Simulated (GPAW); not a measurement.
Runs of GPAW 26.7.0 on ZrS2. The structure is trigonal, space group P-3m1 (No. 164). The conventional cell has a = 3.691 Å, b = 3.691 Å, c = 6.041 Å, α = 90.00°, β = 90.00°, γ = 120.00°. Around Zr (site symmetry -3m) lie 6 S at 2.57 Å. S (site symmetry 3m) has 3 Zr at 2.57 Å as nearest neighbours. The cell is a database's computed one.

```csv
task,level,potentials or basis,spin,cell,k mesh,optimizer,fmax,max steps,target pressure,band path,gap on the mesh (eV),pressure (GPa),largest force (eV/Å)
relaxation of cell and atoms,PBE+D3,"GPAW PAW data sets (gpaw-data 1.2.1), pw",off,relaxed to -1 GPa,6 × 6 × 3,BFGS,0.05 eV/Å,60,-1 GPa,-,(a),-1.1,0.05
band structure,SOGGA,"PAW data sets generated in the run's folder for this functional, pw","SOC, no magnetisation",as given,6 × 6 × 3,-,-,-,-,"GMKGALHA,LM,KH",1.03,-2.9,(b)
band structure,LDA,"the program's PAW data sets (release 1.2.1) made for this functional, pw","SOC, no magnetisation",as given,6 × 6 × 3,-,-,-,-,"GMKGALHA,LM,KH",0.99,-4.9,0.35
relaxation of cell and atoms,RPBE+D4,"the program's PAW data sets (release 1.2.1) made for this functional, pw",off,relaxed,8 × 8 × 5,BFGS,0.02 eV/Å,100,-,-,0.70,0.0,-
```

Alike in all rows: cutoff (eV) 600; smearing fermi-dirac 0.05 eV.

Q: Estimate the missing entries.

A: (a) 1.13; (b) 0.19.

Caveats: later steps reuse the first step's grids (some runs); an odd mesh through Γ misses points on the zone boundary, where band edges often lie (some runs); spin-orbit coupling was added after a scalar SCF, so levels and gaps hold it while energy, forces, pressure and moments don't (some runs); this program's spin-orbit splittings come out too wide for heavy elements (some runs); the mesh misses the band edges, which the band path finds closer together (some runs); the relaxation stopped at its first step, so nothing moved (some runs).

A k mesh can miss the band edges, and rows without SOC leave out spin-orbit coupling on Zr.
